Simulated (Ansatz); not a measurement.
# AlRu: do energies and stresses tell the same story?

These are results of Ansatz 0.2.0, DFT PBEsol, scalar-relativistic, plane waves, PAW, not measurements.

Cutoff 420 eV; k points 14×14×14 on the computed 2-atom cell (Γ-centred); Gaussian smearing, width 0.10 eV; no spin polarisation.

Relaxed cell: Pm-3m, a = 2.976 Å, b = 2.976 Å, c = 2.976 Å, α = 90.00°, β = 90.00°, γ = 90.00°, 2 atoms in the primitive cell. Whether it is the stable form of this composition wasn't checked.

Energies at zero smearing and pressures from the stress tensor, at volumes with shape and atoms relaxed:
```json
{"V (Å³/atom)": "11.602", "E − E(first) (meV/atom)": "0.00", "P (GPa)": "36.98"}
{"V (Å³/atom)": "11.997", "E − E(first) (meV/atom)": "-76.47", "P (GPa)": "25.37"}
{"V (Å³/atom)": "12.393", "E − E(first) (meV/atom)": "-126.49", "P (GPa)": "15.50"}
{"V (Å³/atom)": "12.788", "E − E(first) (meV/atom)": "-154.03", "P (GPa)": "7.11"}
{"V (Å³/atom)": "13.184", "E − E(first) (meV/atom)": "-162.44", "P (GPa)": "-0.02"}
{"V (Å³/atom)": "13.580", "E − E(first) (meV/atom)": "-154.58", "P (GPa)": "-6.10"}
{"V (Å³/atom)": "13.975", "E − E(first) (meV/atom)": "-132.87", "P (GPa)": "-11.26"}
{"V (Å³/atom)": "14.502", "E − E(first) (meV/atom)": "-85.94", "P (GPa)": "-16.96"}
```

**Question.** Check P = −dE/dV between neighbouring volumes, and get the bulk modulus from the pressures alone.

**Answer.** With 1 eV/Å³ = 160.2 GPa:
```csv
middle V (Å³/atom),−ΔE/ΔV (GPa),mean P (GPa)
11.800,30.976,31.175
12.195,20.262,20.436
12.591,11.155,11.308
12.986,3.407,3.544
13.382,-3.184,-3.062
13.777,-8.792,-8.682
14.239,-14.258,-14.114
```

The two differ by 0.20 GPa at most. The mean of two end pressures misses the average over a step by about ΔV² P″/12, up to 0.16 GPa here; with that taken off 0.04 GPa remains. The stress is the derivative of the free energy, not of the energy at zero smearing, and with free energies 0.00 GPa remains. Around V = 13.184 Å³/atom, the two neighbours give B = −V ΔP/ΔV = 13.184 × 13.21 / 0.791 = 220.2 GPa, against B0 = 219.3 GPa from the Birch–Murnaghan fit of the energies.